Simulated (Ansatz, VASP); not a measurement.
# Two plane-wave programs on Si

The input POSCAR:

```
Si
1.0
    0.0000000000      2.7218511865      2.7218511865
    2.7218511865      0.0000000000      2.7218511865
    2.7218511865      2.7218511865      0.0000000000
Si
2
Direct
    0.5000000000      0.5000000000      0.5000000000
    0.7500000000      0.7500000000      0.7500000000
```

INCAR.step1

```
ALGO = Normal
EDIFF = 1E-5
ENCUT = 600
GGA = PE
ISMEAR = -1
LASPH = True
LCHARG = False
LREAL = False
LWAVE = True
NELM = 80
PREC = Accurate
SIGMA = 0.05
```

INCAR.step2

```
AEXX = 0.25
ALGO = Normal
EDIFF = 1E-6
EDIFFG = -0.005
ENCUT = 600
GGA = PS
HFRCUT = -1
IBRION = 2
ISIF = 3
ISMEAR = -1
ISTART = 1
LASPH = True
LCHARG = False
LHFCALC = True
LREAL = False
LWAVE = False
NELM = 80
NSW = 40
PREC = Accurate
PRECFOCK = Normal
SIGMA = 0.05
```

The input KPOINTS:

```
k-points
0
Gamma
  4 4 4
```

input.yaml

```yaml
crystal:
  lattice:
    - [0.0, 2.7218511865, 2.7218511865]
    - [2.7218511865, 0.0, 2.7218511865]
    - [2.7218511865, 2.7218511865, 0.0]
  atoms:
    - { symbol: Si, position: [0.5, 0.5, 0.5] }
    - { symbol: Si, position: [0.75, 0.75, 0.75] }
hamiltonian:
  xc: { exchange: pbesol, correlation: pbesol, exx: { coeff: 0.25 } }
  pseudopotentials: { kind: paw }
kpoints:
  mp_grid: { grid: [4, 4, 4] }
scf:
  occupations: { method: fermi_dirac, width: 0.05 }
output:
  forces: true
  stress: true
relax:
  f_tol: 0.01
  max_steps: 40
  cell: { stress_tol: 0.05 }
```

Alike in both runs: task relaxation of cell and atoms; functional PBEsol0; k mesh 4 × 4 × 4; occupations fermi-dirac, width 0.05 eV; no spin polarisation.

|  | VASP | Ansatz |
| --- | --- | --- |
| version | VASP 6.6.1 | Ansatz 0.2.0 |
| potentials or method | VASP PAW PBE potentials, release 64 (Si) | Ansatz PAW |
| plane-wave cutoff (eV) | 600 | 420 |
| valence electrons in the cell | 8 | 8 |

|  | VASP | Ansatz | Ansatz less VASP |
| --- | --- | --- | --- |
| gap on the k mesh at the Fermi level, each at its own relaxed structure (eV) | 1.92 | 1.90 | -0.015 |
| relaxed volume (Å³/atom) | 19.90 | 19.96 | +0.059 |
| relaxed cell length with the largest relative difference (Å) | 3.833 | 3.836 | +0.0038 |
| energy change over the relaxation (meV/atom) | -1 | -1 | +0.5 |

Caveats: the k mesh is coarse (spacing up to 0.50 Å⁻¹), so the values aren't converged, least of all with exact exchange; the PAW data sets were made with another functional, which shifts forces and pressure a little (VASP); the plane-wave basis is chosen anew once the cell has moved, so the energies of steps on either side of that aren't comparable (Ansatz); the PAW data sets come from PBE, with cores solved anew for the run's functional, which leaves a small shift of forces and pressure (Ansatz). A k mesh can miss the band edges.
